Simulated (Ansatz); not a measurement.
Chalcopyrite CuInS2 was calculated with HSE06 in Ansatz (PAW).

The run printed, among other lines:

```
WARN output.stress: scf.exx.energy_threshold = 1e-6 eV is looser than the 8e-8 eV advised for a stress under a hybrid functional (1e-8 eV for each atom of the …
Crystal: 8 atoms, lattice volume = 169.784 Å³
Basis set: ecut = 460 eV, 3795 PW (Γ), exchange–correlation on 96×96×96 points (8 copies of the dense FFT grid, shifted against one another)
Bands: 53, of which v1, the nominal top of the filled ones, is band 44 counted from 1 (43 counted from 0)
Symmetry: 8 space group operations
Space group: I-42d (ITA 122), of the structure as read, at distance tolerance 5.5e-5 Å
k-points: 30 of 216 (time reversal used)
SCF iter   1: F=—  HF=-28058.143754 eV  |F-HF|=—  |Δ(HF+E_count)|=         —  Δρ=1.07e-3  dr2=2.24e-3
SCF iter   2: F=—  HF=-28058.144236 eV  |F-HF|=—  |Δ(HF+E_count)|=   4.81e-4  Δρ=3.18e-4  dr2=1.60e-4
  ...
Crystal: 8 atoms, lattice volume = 169.784 Å³
Initial density: handed on by an earlier stage of this run
Crystal: 8 atoms, lattice volume = 169.784 Å³
SCF 3 converged in 6 iterations: F = -28066.964984 eV  dr2 = 1.87e-10
Crystal: 8 atoms, lattice volume = 169.784 Å³
SCF iter   2: F=—  HF=-28066.964984 eV  |F-HF|=—  |Δ(HF+E_count)|=  1.24e-10  Δρ=9.38e-7  dr2=1.08e-9
SCF iter   3: F=-28066.964984 eV  HF=-28066.964984 eV  |F-HF|=4.07e-10  |Δ(HF+E_count)|=   2.59e-9  Δρ=6.15e-7  dr2=4.75e-10
SCF 4 converged in 3 iterations: F = -28066.964984 eV  dr2 = 4.75e-10
Free energy (F): -28066.964984 eV
Internal energy: -28066.964984 eV  (E = F + TS)
E sigma→0 (E₀):  -28066.964984 eV
Fermi energy:    7.870306 eV
--- Forces (eV/Å), atoms counted from 1 ---
  atom   1  In    -0.00000000     0.00000000     0.00000000
  atom   2  In    -0.00000000     0.00000000    -0.00000000
  atom   3  Cu    -0.00000000     0.00000000    -0.00000000
  atom   4  Cu    -0.00000000     0.00000000     0.00000000
  atom   5  S      0.07653321     0.00000000    -0.00000000
  atom   6  S     -0.00000000    -0.07653321    -0.00000000
  atom   7  S     -0.07653321     0.00000000     0.00000000
  atom   8  S     -0.00000000     0.07653321     0.00000000
--- Stress (GPa, compression-positive) ---
        1.167608      -0.000000      -0.000000
       -0.000000       1.167608       0.000000
       -0.000000       0.000000       1.149570
  P = ⅓ Tr σ = 1.1616 GPa (11.616 kbar)
```

Q: Write an input file that could have produced this run (the log leaves some choices open).

A: This is not unique; one that fits is 
Ansatz 0.2 input:
```yaml
crystal:
  lattice:
    - [-2.761395, 2.761395, 5.566475]
    - [2.761395, -2.761395, 5.566475]
    - [2.761395, 2.761395, -5.566475]
  atoms:
    - { symbol: In, position: [0.5, 0.5, 0.0] }
    - { symbol: In, position: [0.25, 0.75, 0.5] }
    - { symbol: Cu, position: [0.0, 0.0, 0.0] }
    - { symbol: Cu, position: [0.75, 0.25, 0.5] }
    - { symbol: S, position: [0.875, 0.89554, 0.52054] }
    - { symbol: S, position: [0.10446, 0.625, 0.97946] }
    - { symbol: S, position: [0.375, 0.35446, 0.47946] }
    - { symbol: S, position: [0.64554, 0.125, 0.02054] }
basis:
  ecutwfc: 460
  ecutrho_ratio: 4
  xc_grid: 2
kpoints:
  mp_grid: { grid: [6, 6, 6] }
hamiltonian:
  xc: hse06
  dispersion: none
  pseudopotentials: { kind: paw }
scf:
  occupations: { method: fermi_dirac, width: 0.01 }
  convergence: { dr2_threshold: 0.0000000008 }
output:
  forces: true
  stress: true
  eigenvalues: true
```

The PAW data were made under PBE.

Note: cell and atoms aren't relaxed at this level (largest force component 0.08 eV/Å, pressure 1.2 GPa).

The result took around 27 core-minutes (rough).

Ansatz is a program for electronic structure.
